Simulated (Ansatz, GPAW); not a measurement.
## Work function of Ta2NOS MXene under honeycomb BP, AB at several levels

Aim: the work function of both faces of Ta2NOS MXene under honeycomb BP, AB, and its spread over functionals and bases.

Main program and level: GPAW 26.7.0 and Ansatz 0.2.0; Ansatz plane waves; layer without images along its normal, relaxation of atoms and in-plane cell, with D3(BJ) dispersion, in the first sound run; inputs show where later runs differ.

## 1. The structure

The cell holds 7 atoms: 1 S, 2 Ta, 1 N, 1 O, 1 P and 1 B. Cell: a = 3.182 Å, b = 3.182 Å, c = 24.583 Å, α = 90.0°, β = 90.0°, γ = 120.0°. Regions: layer 1: Ta2NOS MXene, 5 atoms (1 S, 2 Ta, 1 N and 1 O); layer 2: honeycomb BP, 2 atoms (1 P and 1 B). Vacuum lies along c.

## 2. Relaxing the atoms

The atoms are relaxed first, since the surface dipole, and with it the work function, follows the positions of the outer layers.

The input, input.yaml:

```yaml
crystal:
  lattice:
    - [3.18229, 0.0, 0.0]
    - [-1.591145, 2.7559439822, 0.0]
    - [0.0, 0.0, 24.5829259374]
  atoms:
    - { symbol: S, position: [0.3333333333, 0.6666666667, 0.3254291218] }
    - { symbol: Ta, position: [0.6666666667, 0.3333333333, 0.3997639806], spin: 1.0 }
    - { symbol: "N", position: [0.0, 0.0, 0.450397222] }
    - { symbol: Ta, position: [0.3333333333, 0.6666666667, 0.5010304634], spin: 1.0 }
    - { symbol: O, position: [0.6666666667, 0.3333333333, 0.5505010255] }
    - { symbol: P, position: [0.0, 0.0, 0.6745708782] }
    - { symbol: B, position: [0.6666666667, 0.3333333333, 0.6745708782] }
  periodic: [true, true, false]
magnetization:
  spin_polarized: true
kpoints:
  mp_grid: { grid: [12, 12, 1] }
hamiltonian:
  xc: pbe
  dispersion: d3bj
scf:
  occupations: { method: fermi_dirac, width: 0.05 }
relax:
  f_tol: 0.01
  max_steps: 90
  cell: {}
```

Started as:

```console
$ ansatz run input.yaml --threads 2 --pin off --max-ram 4096MiB --backend cpu --events-out ev --progress --plain --runs-dir out
```

Numbers of over 12 decimals in the logs are rounded to 6 here.

The log of the run:

```text
Warning: crystal.periodic: the lattice vector that does not repeat stood 0.000° off the slab's normal, 24.583 Å along it as the deck builds it. The run solves the slab on a vector along the normal, 40.966 Å long, with every atom where it was (on the deck's vector they left 16.00 Å outside them, and the widest stretch free of ions among them is 3.05 Å). A fractional position that the run reports is one of the run's ce [...]
crystal.periodic: the lattice vector that does not repeat stood 0.000° off the slab's normal, 24.583 Å along it as the deck builds it. The run solves the slab on a vector along the normal, 40.966 Å long, with every atom where it was (on the deck's vector they left 16.00 Å outside them, and the widest stretch free of ions among them is 3.05 Å). A fractional position that the run reports is one of the run's cell, which [...]
Engine: ansatz 0.2.0, x86_64-unknown-linux-gnu
Pseudopotentials: kind: paw
Pseudopotential: S, paw, valence charge 6, recommended cutoff 420 eV (normal), S.paw.azcp
Pseudopotential: Ta, paw, valence charge 13, recommended cutoff 420 eV (normal), Ta.paw.azcp
Pseudopotential: N, paw, valence charge 5, recommended cutoff 420 eV (normal), N.paw.azcp
Pseudopotential: O, paw, valence charge 6, recommended cutoff 420 eV (normal), O.paw.azcp
Pseudopotential: P, paw, valence charge 5, recommended cutoff 420 eV (normal), P.paw.azcp
Pseudopotential: B, paw, valence charge 3, recommended cutoff 420 eV (normal), B.paw.azcp
Functional definition: PBE
  parameter kappa = 0.804
  parameter beta = 0.066725
  exchange = pbe_x(kappa = kappa, mu = beta*pi^2/3)
  correlation = pbe_c(beta = beta)
Crystal: 7 atoms, lattice volume = 359.279 Å³
Basis set: ecut = 420 eV, 7073 PW (Γ), exchange–correlation on 48×48×576 points (8 copies of the dense FFT grid, shifted against one another)
Bands: 34, of which v1, the nominal top of the filled ones, is band 26 counted from 1 (25 counted from 0)
Symmetry: 6 space group operations
Space group: P3m1 (ITA 156), of the structure as read, at distance tolerance 7.1e-5 Å
Magnetic group: BNS 156.49 (UNI 1279), of the structure as read, at distance tolerance 7.1e-5 Å
k-points: 19 of 144 (time reversal used)
Non-local potential: S, projectors of the file, l = 0: 2, l = 1: 2, l = 2: 2
Non-local potential: Ta, projectors of the file, l = 0: 3, l = 1: 2, l = 2: 2, l = 3: 1
Non-local potential: N, projectors of the file, l = 0: 2, l = 1: 2, l = 2: 1
Non-local potential: O, projectors of the file, l = 0: 2, l = 1: 2, l = 2: 1
Non-local potential: P, projectors of the file, l = 0: 2, l = 1: 2, l = 2: 2
Non-local potential: B, projectors of the file, l = 0: 2, l = 1: 2, l = 2: 1
PAW form: soft (Blöchl's): semilocal exchange-correlation on the pseudo side does not see the compensation charge
PAW one-centre angular grid: S, 110 points (default); XC on 64 Gauss nodes
PAW one-centre angular grid: Ta, 590 points (default); XC on 64 Gauss nodes
PAW one-centre angular grid: N, 110 points (default); XC on 64 Gauss nodes
PAW one-centre angular grid: O, 110 points (default); XC on 64 Gauss nodes
PAW one-centre angular grid: P, 110 points (default); XC on 64 Gauss nodes
PAW one-centre angular grid: B, 110 points (default); XC on 64 Gauss nodes
Starting moments: Σ|m| = 2 μB on 2 of 7 sites
Initial wavefunctions: pseudopotential atomic-orbital guess
Functional: x = pbe(κ = 0.804, μ = 0.219515), c = pbe(β = 0.066725)
SCF iter   1: F=—  HF=-22639.334716 eV  |F-HF|=—  |Δ(HF+E_count)|=         —  Δρ=3.16e-2 (↑3.16e-2 ↓2.91e-2)  dr2=1.65e1  dr2_m=1.41e-1  M=0.627 μB ∫|m|=0.818 μB  β_m=0.30  ethr=3.10e-3  ⟨swp⟩=14.5  Hψ=10394  notcnv=0  defer=1
Mixer restart at iter 1: flushing history
preconditioner: auto → LDOS  [metal: Δε(μ)=0.022 eV  Ē_g=9.658 eV  σ=0.050 eV  W_gap=0.11  n_scr=24 (ndim 8)  ℏωp=11.3 eV  f_vac=0.690  D(μ)=2.11/eV (n_scr^D=12)]
spin=Collinear: LDOS preconditioning applied to the charge; magnetization (m = ρ↑ − ρ↓) channel mixes plain (no charge-response kernel on spin).
SCF iter   2: F=—  HF=-22636.448515 eV  |F-HF|=—  |Δ(HF+E_count)|=    2.89e0  Δρ=1.85e-2 (↑1.85e-2 ↓1.61e-2)  dr2=5.15e0  dr2_m=9.24e-2  M=0.443 μB ∫|m|=0.662 μB  β_m=0.46  ethr=3.10e-3  ⟨swp⟩=3.9  Hψ=3107  notcnv=0  defer=56
SCF iter   3: F=—  HF=-22635.402367 eV  |F-HF|=—  |Δ(HF+E_count)|=    1.05e0  Δρ=5.53e-3 (↑5.53e-3 ↓4.57e-3)  dr2=2.32e-1  dr2_m=2.06e-2  M=0.230 μB ∫|m|=0.397 μB  β_m=0.49  ethr=3.10e-3  ⟨swp⟩=4.3  Hψ=3436  notcnv=0  defer=60
SCF iter   4: F=—  HF=-22635.472333 eV  |F-HF|=—  |Δ(HF+E_count)|=         —  Δρ=3.06e-3 (↑3.06e-3 ↓2.66e-3)  dr2=2.98e-2  dr2_m=1.56e-2  M=0.051 μB ∫|m|=0.141 μB  β_m=0.49  ethr=4.55e-4  ⟨swp⟩=2.9  Hψ=2982  notcnv=0  defer=60
SCF iter   5: F=—  HF=-22635.475129 eV  |F-HF|=—  |Δ(HF+E_count)|=   2.80e-3  Δρ=1.52e-3 (↑1.52e-3 ↓1.31e-3)  dr2=5.01e-3  dr2_m=4.55e-3  M=0.030 μB ∫|m|=0.092 μB  β_m=0.66  ethr=5.84e-5  ⟨swp⟩=3.1  Hψ=2517  notcnv=0  defer=57
SCF iter   6: F=—  HF=-22635.478682 eV  |F-HF|=—  |Δ(HF+E_count)|=   3.55e-3  Δρ=3.79e-4 (↑3.15e-4 ↓3.79e-4)  dr2=1.41e-3  dr2_m=3.06e-4  M=0.007 μB ∫|m|=0.029 μB  β_m=0.61  ethr=9.82e-6  ⟨swp⟩=3.4  Hψ=3000  notcnv=0  defer=60
SCF iter   7: F=—  HF=-22635.478634 eV  |F-HF|=—  |Δ(HF+E_count)|=   4.80e-5  Δρ=2.11e-4 (↑1.89e-4 ↓2.11e-4)  dr2=2.37e-4  dr2_m=1.10e-4  M=0.004 μB ∫|m|=0.018 μB  β_m=0.69  ethr=2.76e-6  ⟨swp⟩=3.4  Hψ=2349  notcnv=0  defer=61
SCF iter   8: F=—  HF=-22635.478713 eV  |F-HF|=—  |Δ(HF+E_count)|=   7.94e-5  Δρ=7.03e-5 (↑7.03e-5 ↓5.62e-5)  dr2=9.39e-6  dr2_m=1.13e-5  M=0.001 μB ∫|m|=0.006 μB  β_m=0.70  ethr=4.65e-7  ⟨swp⟩=3.4  Hψ=2786  notcnv=0  defer=61
SCF iter   9: F=—  HF=-22635.478726 eV  |F-HF|=—  |Δ(HF+E_count)|=   1.29e-5  Δρ=2.17e-5 (↑1.82e-5 ↓2.17e-5)  dr2=1.66e-6  dr2_m=1.10e-6  M=0.000 μB ∫|m|=0.002 μB  β_m=0.80  ethr=1.84e-8  ⟨swp⟩=3.3  Hψ=2954  notcnv=0  defer=61
SCF iter  10: F=—  HF=-22635.478727 eV  |F-HF|=—  |Δ(HF+E_count)|=   1.30e-6  Δρ=6.44e-6 (↑6.05e-6 ↓6.44e-6)  dr2=6.54e-7  dr2_m=7.37e-8  M=-0.000 μB ∫|m|=0.000 μB  β_m=0.71  ethr=3.25e-9  ⟨swp⟩=3.2  Hψ=2871  notcnv=0  defer=61
SCF iter  11: F=—  HF=-22635.478727 eV  |F-HF|=—  |Δ(HF+E_count)|=   2.58e-9  Δρ=2.19e-6 (↑2.19e-6 ↓1.20e-6)  dr2=1.57e-8  dr2_m=7.44e-9  M=-0.000 μB ∫|m|=0.000 μB  β_m=0.74  ethr=1.28e-9  ⟨swp⟩=3.1  Hψ=2572  notcnv=0  defer=61
SCF iter  12: F=—  HF=-22635.478727 eV  |F-HF|=—  |Δ(HF+E_count)|=   1.59e-8  Δρ=7.54e-7 (↑4.11e-7 ↓7.54e-7)  dr2=2.95e-9  dr2_m=8.00e-10  M=-0.000 μB ∫|m|=0.000 μB  β_m=0.79  ethr=3.08e-11  ⟨swp⟩=3.5  Hψ=2975  notcnv=0  defer=61
[...]
relax step   5: F+E_penalty+E_count = -22636.13577584 eV  Δ(F+E_penalty+E_count) = -2.063e-4 eV  max|allowed force component| = 8.518e-2 eV/Å  Δτ_max = 0.0545 Å  P = +0.228 N/m  Ω = 361.901 Å³  energy of the carried Pulay correction = -1.248e-3 eV  fix = [c, alpha, beta]  reactions: c +0.000 N/m  (10 SCF iters, dr2 threshold 7.00e-7 eV, accepted)
[...]
relax step   6: F+E_penalty+E_count = -22636.13627103 eV  Δ(F+E_penalty+E_count) = -4.952e-4 eV  max|allowed force component| = 5.025e-2 eV/Å  Δτ_max = 0.0306 Å  P = +0.109 N/m  Ω = 362.169 Å³  energy of the carried Pulay correction = -1.375e-3 eV  fix = [c, alpha, beta]  reactions: c +0.000 N/m  (10 SCF iters, dr2 threshold 4.54e-7 eV, accepted)
[...]
relax step   7: F+E_penalty+E_count = -22636.13633623 eV  Δ(F+E_penalty+E_count) = -6.520e-5 eV  max|allowed force component| = 1.806e-2 eV/Å  Δτ_max = 0.0038 Å  P = -0.055 N/m  Ω = 362.294 Å³  energy of the carried Pulay correction = -1.434e-3 eV  fix = [c, alpha, beta]  reactions: c -0.000 N/m  (7 SCF iters, dr2 threshold 1.58e-7 eV, accepted)
[...]
relax step   8: F+E_penalty+E_count = -22636.13637765 eV  Δ(F+E_penalty+E_count) = -4.142e-5 eV  max|allowed force component| = 2.080e-3 eV/Å  Δτ_max = 0.0010 Å  P = -0.002 N/m  Ω = 362.237 Å³  energy of the carried Pulay correction = -1.407e-3 eV  fix = [c, alpha, beta]  reactions: c -0.000 N/m  (7 SCF iters, dr2 threshold 2.04e-8 eV, accepted)
Initial wavefunctions: pseudopotential atomic-orbital guess (no wavefunctions were taken with the density)
iter 1 solved again at ethr=2.66e-7 eV; its pass at ethr=3.10e-3 eV (dr2=1.36e-4 eV) is discarded
SCF iter   1: F=—  HF=-22636.136782 eV  |F-HF|=—  |Δ(HF+E_count)|=         —  Δρ=2.76e-5 (↑2.76e-5 ↓2.76e-5)  dr2=4.59e-7  dr2_m=1.10e-11  M=0.000 μB ∫|m|=0.000 μB  β_m=0.65  ethr=2.66e-7  ⟨swp⟩=7.1  Hψ=17648  notcnv=0
spin=Collinear: LDOS preconditioning applied to the charge; magnetization (m = ρ↑ − ρ↓) channel mixes plain (no charge-response kernel on spin).
SCF iter   2: F=—  HF=-22636.137598 eV  |F-HF|=—  |Δ(HF+E_count)|=   8.16e-4  Δρ=9.61e-6 (↑9.60e-6 ↓9.61e-6)  dr2=8.36e-8  dr2_m=2.65e-12  M=0.000 μB ∫|m|=0.000 μB  β_m=0.57  ethr=9.00e-10  ⟨swp⟩=4.7  Hψ=3908  notcnv=0
SCF iter   3: F=—  HF=-22636.137770 eV  |F-HF|=—  |Δ(HF+E_count)|=   1.72e-4  Δρ=3.78e-6 (↑3.78e-6 ↓3.78e-6)  dr2=8.09e-9  dr2_m=7.57e-13  M=0.000 μB ∫|m|=0.000 μB  β_m=0.69  ethr=1.64e-10  ⟨swp⟩=4.0  Hψ=2568  notcnv=0
SCF iter   4: F=—  HF=-22636.137834 eV  |F-HF|=—  |Δ(HF+E_count)|=   6.46e-5  Δρ=1.90e-7 (↑1.87e-7 ↓1.90e-7)  dr2=1.45e-9  dr2_m=8.74e-14  M=0.000 μB ∫|m|=0.000 μB  β_m=0.59  ethr=1.59e-11  ⟨swp⟩=4.6  Hψ=3342  notcnv=0
SCF iter   5: F=—  HF=-22636.137840 eV  |F-HF|=—  |Δ(HF+E_count)|=   5.79e-6  Δρ=9.19e-8 (↑9.00e-8 ↓9.19e-8)  dr2=1.63e-10  dr2_m=5.07e-14  M=0.000 μB ∫|m|=0.000 μB  β_m=0.58  ethr=2.85e-12  ⟨swp⟩=4.9  Hψ=3143  notcnv=0
SCF iter   6: F=—  HF=-22636.137840 eV  |F-HF|=—  |Δ(HF+E_count)|=   9.48e-8  Δρ=2.93e-8 (↑2.93e-8 ↓2.90e-8)  dr2=9.84e-12  dr2_m=1.41e-14  M=0.000 μB ∫|m|=0.000 μB  β_m=0.62  ethr=1.00e-12  ⟨swp⟩=2.8  Hψ=1867  notcnv=0
SCF iter   7: F=-22636.137840 eV  HF=-22636.137840 eV  |F-HF|=1.07e-9  |Δ(HF+E_count)|=   2.37e-8  Δρ=1.21e-8 (↑1.21e-8 ↓1.08e-8)  dr2=1.61e-12  dr2_m=5.02e-15  M=0.000 μB ∫|m|=0.000 μB  ethr=1.00e-12  ⟨swp⟩=8.8  Hψ=8727  notcnv=0
the starting moments were not kept: the SCF closed with an absolute magnetisation of 9.3e-8 μB, where they sum to 2 μB in size (2 sites). That is at most 0.1 of that sum. Measured as dr2_m measures the in/out step, that magnetisation stands 1.3e-15 eV from none, at or under the dr2_threshold of 2.0e-11 eV: it is no larger than a step whose dr2_m would equal this threshold.
SCF 9 converged in 7 iterations: F = -22636.137840 eV  dr2 = 1.61e-12
relax step   9: F+E_penalty+E_count = -22636.13784016 eV  Δ(F+E_penalty+E_count) = -1.463e-3 eV  max|allowed force component| = 2.114e-3 eV/Å  Δτ_max = 0.0000 Å  P = +0.030 N/m  Ω = 362.237 Å³  fix = [c, alpha, beta]  reactions: c +0.000 N/m  stress off target by 2.95e-2 N/m on what of the cell is left free  SCF on the basis re-selected at this cell (its energy is not comparable with the rows above)  (7 SCF iters)
basis re-selected at this cell: Δ(F+E_penalty+E_count) = -1.463e-3 eV, ΔP = +0.032 N/m vs the last step (what re-selecting the basis moved, of the pressure what is left beyond the Pulay correction that the steps carried, after the strain that the cell walked since its last selection, with what the two solves' SCF thresholds leave and, on support functions, any second-order correction that the steps lacked; it is no m [...]
SCF converged after 7 iterations
Magnetization: 0.0000 μB (25.5000 up, 25.5000 down)
Absolute magnetization: 0.0000 μB (∫|ρ↑−ρ↓|, with the PAW one-centre terms)
Spin contamination: 0.0000 ħ² per cell (⟨S²⟩ above its minimum at these occupations)
Per-site moments (μB) at R_I (Å): [(5.081401274733394e-9, 1.012833), (-6.409401776708109e-9, 0.916091), (-6.061762189644387e-9, 0.887920), (1.4399717854203482e-8, 0.874694), (-1.8886148400510296e-8, 0.874694), (8.788418371477334e-12, 0.760998), (9.209018091724146e-11, 0.760998)]
Free energy (F): -22636.137840 eV
Harris-Foulkes:  -22636.137840 eV  (|F-HF|=1.07e-9)
Internal energy: -22636.127231 eV  (E = F + TS)
E sigma→0 (E₀):  -22636.132536 eV
Entropy (-TS):   -0.010609 eV (-1.516 meV/atom)
Fermi energy:    -5.016056 eV
--- Per-component energies (eV) ---
  E_band       = -1217.323959
  E_kinetic    = 1268.722199
  E_local      = -198723.645120  (includes V_loc(G=0)·N_el)
  E_nonlocal   = 196.922980
  E_hartree    = 98552.357716
  E_xc         = -763.422311
  E_vxc        = -767.392083  (∫ρ·V_xc dr)
  E_paw        = -18327.358893  (= ΣΔE_a)
  E_vpaw       = -296.650365  (= ΣTr[D̂ρ^β])
  E_aug_tail   = 0.002877  (compensation charges beyond the density's cutoff)
  E_ewald      = 95162.246251
  E_disp       = -1.952931  (pairwise vdW)
  E_smearing   = -0.010609  (= −TS)
  E_closure    = 0.000000  (closes the sum)
  Σ components = -22636.137840   (vs F -22636.137840, Δ=0.00e0)
--- Forces (eV/Å), atoms counted from 1 ---
  atom   1  S     -0.00000000    -0.00000000     0.00211390
  atom   2  Ta    -0.00000000     0.00000000    -0.00151635
  atom   3  N      0.00000000    -0.00000000    -0.00061891
  atom   4  Ta     0.00000000     0.00000000    -0.00005859
  atom   5  O      0.00000000     0.00000000     0.00019572
  atom   6  P      0.00000000     0.00000000    -0.00013461
  atom   7  B      0.00000000     0.00000000     0.00001797
  max |Σ_I F_I| component: 8.61e-7 eV/Å
--- 2D stress c σ (N/m, compression-positive) ---
        0.029522       0.000000      -0.000000
        0.000000       0.029522       0.000000
       -0.000000       0.000000       0.000000
  P = ½ c Tr σ = 0.0295 N/m
--- Relaxed structure (8 steps of the walk, 8 accepted, 1 SCFs on fresh bases) ---
  F+E_penalty+E_count = -22636.13784016 eV   max|allowed force component| = 2.114e-3 eV/Å   (the final SCF, on the basis selected at the relaxed cell)
  cell:  # Å, volume = 362.2366 Å³
    - [3.195361, 0, 0]
    - [-1.597680, 2.767263, 0]
    - [0, 0, 40.965852]
  atoms:
    - { symbol: S, position: [0.333333, 0.666667, 0.202385] }
    - { symbol: Ta, position: [0.666667, 0.333333, 0.241937] }
    - { symbol: N, position: [-1.0573552616131552e-17, 1.057355261613173e-17, 0.272118] }
    - { symbol: Ta, position: [0.333333, 0.666667, 0.299190] }
    - { symbol: O, position: [0.666667, 0.333333, 0.324710] }
    - { symbol: P, position: [-1.0573552616131767e-17, 1.0573552616131284e-17, 0.402876] }
    - { symbol: B, position: [0.666667, 0.333333, 0.402839] }
```

Elapsed: 3 min, on 2 threads of Intel Xeon 6975P-C (Granite Rapids), shared host; peak memory 0.93 GiB.

Relaxation path:

| step | energy less that of the first step (eV) | largest force component (eV/Å) | volume (Å³) |
| --- | --- | --- | --- |
| 1 | 0.0000 | 2.6235 | 359.28 |
| 2 | -0.5814 | 0.7768 | 357.89 |
| 3 | -0.6260 | 0.9057 | 363.20 |
| 4 | -0.6568 | 0.1316 | 361.50 |
| 5 | -0.6570 | 0.0852 | 361.90 |
| 6 | -0.6575 | 0.0502 | 362.17 |
| 7 | -0.6576 | 0.0181 | 362.29 |
| 8 | -0.6577 | 0.0021 | 362.24 |
| 9* | -0.6591 | 0.0021 | 362.24 |

Relaxation steps marked * repeat the geometry before them on a plane-wave basis chosen anew for their cell, so energy and pressure can jump there.

Forces are held to the 6 operations that the run works with; a distortion that breaks them can't arise in this run.

| cell as run | before | after | change |
| --- | --- | --- | --- |
| a (Å) | 3.182 | 3.195 | +0.4 % |
| b (Å) | 3.182 | 3.195 | +0.4 % |

The atoms that moved most (Å, along periodic axes as changes of fractional coordinates times the final cell, across vacuum about the mean position):

| atom | dx | dy | dz | length |
| --- | --- | --- | --- | --- |
| S1 | 0.000 | 0.000 | 0.291 | 0.291 |
| O5 | 0.000 | 0.000 | -0.231 | 0.231 |
| Ta2 | 0.000 | 0.000 | 0.084 | 0.084 |
| B7 | 0.000 | 0.000 | -0.080 | 0.080 |
| P6 | 0.000 | 0.000 | -0.079 | 0.079 |
| N3 | 0.000 | 0.000 | 0.075 | 0.075 |
| Ta4 | 0.000 | 0.000 | -0.060 | 0.060 |

Final coordinates:

```cif
data_structure
_symmetry_space_group_name_H-M 'P 1'
_symmetry_Int_Tables_number 1
_cell_length_a 3.1954
_cell_length_b 3.1954
_cell_length_c 40.9659
_cell_angle_alpha 90.000
_cell_angle_beta 90.000
_cell_angle_gamma 120.000
_cell_volume 362.24
loop_
_atom_site_label
_atom_site_type_symbol
_atom_site_fract_x
_atom_site_fract_y
_atom_site_fract_z
_atom_site_occupancy
S1 S 0.33333 0.66667 0.20239 1
Ta2 Ta 0.66667 0.33333 0.24194 1
N3 N 0.00000 0.00000 0.27212 1
Ta4 Ta 0.33333 0.66667 0.29919 1
O5 O 0.66667 0.33333 0.32471 1
P6 P 0.00000 0.00000 0.40288 1
B7 B 0.66667 0.33333 0.40284 1
```

Numbers from this step:

```yaml
free_energy: -22636.1378 eV
smearing_term_ts: 0.01061 eV
symmetry_operations: 6
```

The relaxation lowered the energy of the cell by 0.659 eV.

[end of part 1 of 3]

[Logs are printed without paths, hosts, clocks, repeated set-up lines and the standing remarks that a program may print on its own settings, such as how far it seeks lower states.]

[Hosts, paths, dates, database ids (printed as entryN), source tags and the programs' standing remarks are cut or masked in the printed files.]
